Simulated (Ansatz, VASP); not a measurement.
## AlN in VASP and in Ansatz

```
CELL_PARAMETERS angstrom
3.07978 0.00000 0.00000
-1.53989 2.66717 0.00000
0.00000 0.00000 4.92564
ATOMIC_POSITIONS crystal
Al 0.33333 0.66667 0.99892
Al 0.66667 0.33333 0.49892
N 0.33333 0.66667 0.38108
N 0.66667 0.33333 0.88108
```

Alike in both runs: functional LDA; k mesh 8 × 8 × 4; no spin polarisation.

Ansatz relaxed the structure, and its values are those at the end. VASP's run is a single point on that final structure, the one shown.

|  | VASP | Ansatz |
| --- | --- | --- |
| version | VASP 6.6.1 | Ansatz 0.2.0 |
| potentials or method | VASP PAW LDA potentials, release 64 (Al, N) | PAW with Ansatz's default frozen-core files, scalar-relativistic |
| plane-wave cutoff (eV) | 520 | 420 |
| occupations | gaussian, width 0.01 eV | fixed |
| valence electrons in the cell | 16 | 16 |

|  | VASP | Ansatz | Ansatz less VASP |
| --- | --- | --- | --- |
| pressure (GPa) | 2.7 | 2.0 | -0.65 |
